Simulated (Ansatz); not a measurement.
## PbO2, one structure, two calculations

Cell: a structure deposited in the COD whose atoms were relaxed with PBE, the cell held.

Space group Pbcn (No. 60); a = 4.9470, b = 5.9510, c = 5.4970 Å.

```
site  Wyckoff  site symmetry       x       y       z
  Pb       4c            .2.  0.0000  0.1809  0.2500
   O       8d              1  0.2607  0.4110  0.4327
```

One atom of each set is listed.

First run. All values are calculated (Ansatz; DFT, PBE, plane waves and PAW, scalar-relativistic, 420 eV cutoff, Γ-centred 7×6×6 k-points, Fermi–Dirac smearing 0.05 eV), not measured.

```tsv
site	V_zz (10²¹ V/m²)	η
Pb	-7.50	0.17
O	-11.32	0.46
```

Second run. The same atoms and settings, except that the functional is r2SCAN and the cutoff is 500 eV.

(1) What does the second run give?

Results:

(1) 

```
site    V_zz     η  change of V_zz
  Pb   -7.52  0.15           -0.02
   O  -11.42  0.46           -0.10
```

The largest change of V_zz is on O, from -11.32 to -11.42. In per cent, |V_zz| changes by 0 on Pb, +1 on O (all sites that start above 2).

The run finds no gap above 0.1 eV (a metal, or nearly one), so the gradients can move by 10 % or more with the k-mesh. Spin–orbit coupling is left out, which shifts gradients on Pb by a few per cent in wide-gap crystals, and can shift them far more where the calculated gap is small or absent, as here. Semilocal functionals make gaps too small and can close them, so the real compound need not be a metal.
For the first run: At this cell the PBE pressure is 8 GPa, so with PBE the cell would grow if it were relaxed.
